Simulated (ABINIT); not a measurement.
**Quasiparticle gap of BeTe (F-43m) in ABINIT**

How does a plane-wave GW calculation on BeTe (F-43m) run from the first input to the gap?

Method: PBE and many-body steps on it, plane waves, in ABINIT 10.8.3.

The database entry behind the starting cell differs from later determinations by our own check (an axis about 1.5 % short against later determinations), so it need not match the best structure at ambient conditions.

## (1) The starting structure

It takes space group F-43m (No. 216, cubic). The conventional cell has a = 5.540 Å, b = 5.540 Å, c = 5.540 Å, α = 90.00°, β = 90.00°, γ = 90.00°. Nearest to Be lie 4 Te at 2.40 Å. Te has 4 Be at 2.40 Å nearest. Farther neighbours and most contacts between anions are not listed.

As a file:

```cif
data_structure
_symmetry_space_group_name_H-M 'F-43m'
_symmetry_Int_Tables_number 216
_cell_length_a 5.5400
_cell_length_b 5.5400
_cell_length_c 5.5400
_cell_angle_alpha 90.000
_cell_angle_beta 90.000
_cell_angle_gamma 90.000
_cell_volume 170.03
loop_
_atom_site_label
_atom_site_type_symbol
_atom_site_symmetry_multiplicity
_atom_site_Wyckoff_symbol
_atom_site_fract_x
_atom_site_fract_y
_atom_site_fract_z
_atom_site_occupancy
Be1 Be 4 a 0.00000 0.00000 0.00000 1
Te1 Te 4 d 0.25000 0.25000 0.75000 1
```

The cell and positions come from the Crystallography Open Database and are kept as given unless a step says otherwise.

## (2) Ground state

This step: ABINIT 10.8.3; DFT, PBE with spin-orbit coupling, plane waves, norm-conserving pseudopotentials.

The ground-state density comes first.

File run.abi:

```
acell 3*1.0 Angstrom
rprim 
  0.000000000000 2.770000000000 2.770000000000
  2.770000000000 0.000000000000 2.770000000000
  2.770000000000 2.770000000000 -0.000000000000
ntypat 2
znucl 4 52
natom 2
typat 1 2
xred 
  0.000000000000 0.000000000000 0.000000000000
  0.250000000000 0.250000000000 0.250000000000
pp_dirpath "pseudos"
pseudos "Be.upf, Te.upf"
ecut 38
nspinor 2
ngkpt 6 6 6
nshiftk 1
shiftk 0 0 0
kptopt 1
chksymbreak 0
nband 30
occopt 1
tolvrs 1e-10
nstep 60
prtwf 0
optforces 0
optstress 0
indata_prefix "in"
outdata_prefix "out"
tmpdata_prefix "tmp"
```

Started as:

```sh
> OMP_NUM_THREADS=1 mpirun -n 4 abinit run.abi > log
```

Numbers of over 12 decimals in the logs are rounded to 6 here.

Output:

```text
.Version 10.8.3 of ABINIT. v10.8.2 released Aug 2026.

 Symmetries : space group F-4 3 m (#216); Bravais cF (face-center cubic)
================================================================================
 Values of the parameters that define the memory need of the present run
     intxc =       0    ionmov =       0      iscf =       7    lmnmax =      15
     lnmax =      15     mgfft =      45  mpssoang =       5    mqgrid =    3001
     natom =       2  nloc_mem =       1    nspden =       1   nspinor =       2
    nsppol =       1      nsym =      24    n1xccc =    2501    ntypat =       2
    occopt =       1   xclevel =       2
-    mband =          30        mffmem =           1         mkmem =           4
       mpw =        3250          nfft =       91125          nkpt =          16
================================================================================
  Rough estimation (10% accuracy) of disk space for files :
================================================================================

--------------------------------------------------------------------------------
------------- Echo of variables that govern the present computation ------------
--------------------------------------------------------------------------------
 -outvars: echo values of preprocessed input variables --------
            acell      1.8897261259E+00  1.8897261259E+00  1.8897261259E+00 Bohr

      chksymbreak           0
             ecut      3.80000000E+01 Hartree
-          fftalg         312

              ixc     -101130
              kpt      0.00000000E+00  0.00000000E+00  0.00000000E+00
                       1.66666667E-01  0.00000000E+00  0.00000000E+00
                       3.33333333E-01  0.00000000E+00  0.00000000E+00
                       5.00000000E-01  0.00000000E+00  0.00000000E+00
                       1.66666667E-01  1.66666667E-01  0.00000000E+00
                       3.33333333E-01  1.66666667E-01  0.00000000E+00
                       5.00000000E-01  1.66666667E-01  0.00000000E+00
                      -3.33333333E-01  1.66666667E-01  0.00000000E+00
                      -1.66666667E-01  1.66666667E-01  0.00000000E+00
   [... 5 further rows ...]
                      -3.33333333E-01  3.33333333E-01  1.66666667E-01
                      -3.33333333E-01  5.00000000E-01  1.66666667E-01
         kptrlatt        6    0    0      0    6    0      0    0    6
          kptrlen      4.44165564E+01
P           mkmem           4
            natom           2
            nband          30
            ngfft          45      45      45
             nkpt          16
          nspinor           2
            nstep          60
             nsym          24
           ntypat           2
              occ      1.000000  1.000000  1.000000  1.000000  1.000000  1.000000
                       1.000000  1.000000  1.000000  1.000000  1.000000  1.000000
                       1.000000  1.000000  1.000000  1.000000  1.000000  1.000000
                       1.000000  1.000000  0.000000  0.000000  0.000000  0.000000
                       0.000000  0.000000  0.000000  0.000000  0.000000  0.000000
        optforces           0
        optstress           0
            prtwf           0
            rprim      0.0000000000E+00  2.7700000000E+00  2.7700000000E+00
[...]
spgroup         216

           tolvrs      1.00000000E-10

             xred      0.0000000000E+00  0.0000000000E+00  0.0000000000E+00
[...]
znucl        4.00000   52.00000

================================================================================

 chkinp: Checking input parameters for consistency.

================================================================================
== DATASET  1 ==================================================================
-   mpi_nproc: 4, omp_nthreads: 1 (-1 if OMP is not activated)

--- !DatasetInfo
iteration_state: {dtset: 1, }
dimensions: {natom: 2, nkpt: 16, mband: 30, nsppol: 1, nspinor: 2, nspden: 1, mpw: 3250, }
cutoff_energies: {ecut:  38.0, pawecutdg:  -1.0, }
electrons: {nelect:   2.00000000E+01, charge:   0.00000000E+00, occopt:   1.00000000E+00, tsmear:   1.00000000E-02, }

 Real(R)+Recip(G) space primitive vectors, cartesian coordinates (Bohr,Bohr^-1):
 R(1)=  0.0000000  5.2345414  5.2345414  G(1)= -0.0955194  0.0955194  0.0955194
 R(2)=  5.2345414  0.0000000  5.2345414  G(2)=  0.0955194 -0.0955194  0.0955194
 R(3)=  5.2345414  5.2345414  0.0000000  G(3)=  0.0955194  0.0955194 -0.0955194
 Unit cell volume ucvol=  2.8685730E+02 bohr^3
 Angles (23,13,12)=  6.00000000E+01  6.00000000E+01  6.00000000E+01 degrees

 getcut: wavevector=  0.0000  0.0000  0.0000  ngfft=  45  45  45
         ecut(hartree)=     38.000   => boxcut(ratio)=   2.14191

--- Pseudopotential description ------------------------------------------------
- Be Generated using ONCVPSP code by D. R. Hamann
-  4.00000   4.00000  180419                  znucl, zion, pspdat
12 -101130 1 -1 1358                          pspcod,pspxc,lmax,lloc,mmax
     nproj     2     2     0     0
     spin-orbit psp
        nprojso     3     0     0
  pspatm : epsatm=    3.09816431
         --- l  ekb(1:nproj) -->
[...]
spin-orbit 1    0.002187   -0.000745    0.000343
 pspatm: atomic psp has been read  and splines computed

- Te Generated using ONCVPSP code by D. R. Hamann
- 52.00000  16.00000  180423                  znucl, zion, pspdat
12 -101130 2 -1 1324                          pspcod,pspxc,lmax,lloc,mmax
     nproj     2     4     2     0
     spin-orbit psp
        nprojso     4     3     0
  pspatm : epsatm=   36.72688025
         --- l  ekb(1:nproj) -->
[...]
1    5.643637    1.141599    0.029993    0.000092
             2   -5.981746   -1.855099
  spin-orbit 1    1.051039   -0.374717    0.113279   -0.001595
  spin-orbit 2    0.050434    0.021904   -0.000336
 pspatm: atomic psp has been read  and splines computed

   7.96500891E+02                                ecore*ucvol(ha*bohr**3)
--------------------------------------------------------------------------------

_setup2: Arith. and geom. avg. npw (full set) are    3210.606    3210.593

================================================================================

--- !BeginCycle
iteration_state: {dtset: 1, }
solver: {iscf: 7, nstep: 60, nline: 4, wfoptalg: 0, }
tolerances: {tolvrs: 1.00E-10, }

     iter   Etot(hartree)      deltaE(h)  residm     vres2
 ETOT  1  -118.73687990170    -1.187E+02 1.396E-01 3.594E+01
 ETOT  2  -118.78924150652    -5.236E-02 2.805E-02 1.393E+00
 ETOT  3  -118.78935017950    -1.087E-04 3.850E-03 7.702E-02
 ETOT  4  -118.78935532206    -5.143E-06 1.186E-03 2.779E-03
 ETOT  5  -118.78935542328    -1.012E-07 3.863E-04 3.250E-04
 ETOT  6  -118.78935543474    -1.146E-08 1.848E-04 1.315E-05
 ETOT  7  -118.78935543540    -6.562E-10 4.784E-04 4.228E-07
 ETOT  8  -118.78935543543    -3.146E-11 1.303E-04 2.258E-08
 ETOT  9  -118.78935543543    -1.279E-13 8.429E-04 4.470E-10
 ETOT 10  -118.78935543542     7.304E-12 1.439E-04 2.785E-12

 At SCF step   10       vres2   =  2.79E-12 < tolvrs=  1.00E-10 =>converged.

--- !ResultsGS
iteration_state: {dtset: 1, }
comment   : Summary of ground state results
lattice_vectors:
- [  0.0000000,   5.2345414,   5.2345414, ]
- [  5.2345414,   0.0000000,   5.2345414, ]
- [  5.2345414,   5.2345414,  -0.0000000, ]
lattice_lengths: [   7.40276,    7.40276,    7.40276, ]
lattice_angles: [ 60.000,  60.000,  60.000, ] # degrees, (23, 13, 12)
lattice_volume:   2.8685730E+02
convergence: {deltae:  7.304E-12, res2:  2.785E-12, residm:  1.439E-04, diffor:  0.000E+00, }
etotal    :  -1.18789355E+02
entropy   :   0.00000000E+00
fermie    :   1.82443910E-01
cartesian_stress_tensor: null
pressure_GPa: null
xred      :
- [  0.0000E+00,   0.0000E+00,   0.0000E+00, Be]
- [  2.5000E-01,   2.5000E-01,   2.5000E-01, Te]
cartesian_forces: null
force_length_stats: {min: null, max: null, mean: null, }

 Integrated electronic density in atomic spheres:
 ------------------------------------------------
 Atom  Sphere_radius  Integrated_density
    1        2.00000          3.07339235
    2        2.00000         12.01110272
================================================================================

 ----iterations are completed or convergence reached----

 Mean square residual over all n,k,spin=   39.797E-08; max=  14.386E-05
 reduced coordinates (array xred) for    2 atoms
       0.000000000000      0.000000000000      0.000000000000
       0.250000000000      0.250000000000      0.250000000000
 rms dE/dt=  0.0000E+00; max dE/dt=  0.0000E+00; dE/dt below (all hartree)
    1       0.000000000000      0.000000000000      0.000000000000
    2       0.000000000000      0.000000000000      0.000000000000

 cartesian coordinates (angstrom) at end:
    1      0.000000     0.000000     0.000000
    2      1.385000     1.385000     1.385000
 length scales=  1.889726125908  1.889726125908  1.889726125908 bohr
              =  1.000000000000  1.000000000000  1.000000000000 angstroms
 prteigrs : about to open file out_EIG
 Fermi (or HOMO) energy (hartree) =   0.18244   Average Vxc (hartree)=  -0.36102
 Eigenvalues (hartree) for nkpt=  16  k points:
 kpt#   1, nband= 30, wtk=  0.00463, kpt=  0.0000  0.0000  0.0000 (reduced coord)
  -3.51309   -3.51309   -1.19637   -1.19637   -1.19637   -1.19637   -1.14282   -1.14282
  -1.14248   -1.14248   -1.14248   -1.14248   -0.29237   -0.29237    0.14733    0.14733
   0.18244    0.18244    0.18244    0.18244    0.30243    0.30243    0.30487    0.30487
   0.30487    0.30487    0.32643    0.32643    0.48641    0.48641
 prteigrs : prtvol=0 or 1, do not print more k-points.

--- !EnergyTerms
iteration_state     : {dtset: 1, }
comment             : Components of total free energy in Hartree
kinetic             :  6.55911696701153E+01
hartree             :  2.94730601909401E+01
xc                  : -2.70631195113537E+01
Ewald energy        : -6.44626813141944E+01
psp_core            :  2.77664502169824E+00
local_psp           : -8.68720248825476E+01
non_local_psp       : -3.82324046100780E+01
total_energy        : -1.18789355435420E+02
total_energy_eV     : -3.23242303266434E+03
band_energy         : -1.87896271321268E+01

== END DATASET(S) ==============================================================
================================================================================

 -outvars: echo values of variables after computation  --------
           etotal     -1.1878935544E+02
            nband          30
             nkpt          16
          spgroup         216
 [... the other variables as echoed above ...]

 Calculation completed.
```

It took 72 s on 4 MPI ranks of Arm Neoverse N1, shared host; peak memory 0.39 GiB; 4.8 min of CPU time.

This step gave:

* total energy: -3232.4230 eV
* gap: 1.565 eV
* k of the valence top: 0, 0, 0
* k of the conduction bottom: 0.5, 0.5, 0
* least direct gap: 3.265 eV

The gap is indirect, with the least direct gap 1.70 eV higher.

(Part 1 of 3 ends here.)

[Paths, hosts, dates, memory and timing lines, banners, echoed tables and standing remarks are left out of the program output.]

[Logs are printed without paths, hosts, clocks, repeated set-up lines and the standing remarks that a program may print on its own settings, such as how far it seeks lower states.]

[Runs of the session that timed out or met a known fault of the program may be left out.]

[Hosts, paths, dates, database ids (printed as entryN), source tags and the programs' standing remarks are cut or masked in the printed files.]

[G0W0 gaps are taken among the corrected bands and points alone; a level outside them can change the order at an edge.]

[Where Ansatz stands beside ABINIT at settings called matched, ABINIT's density can come from a denser mesh and the files from another edition; pairs whose starting gaps differed by over 0.03 eV were left out, so agreement reads better than it is.]
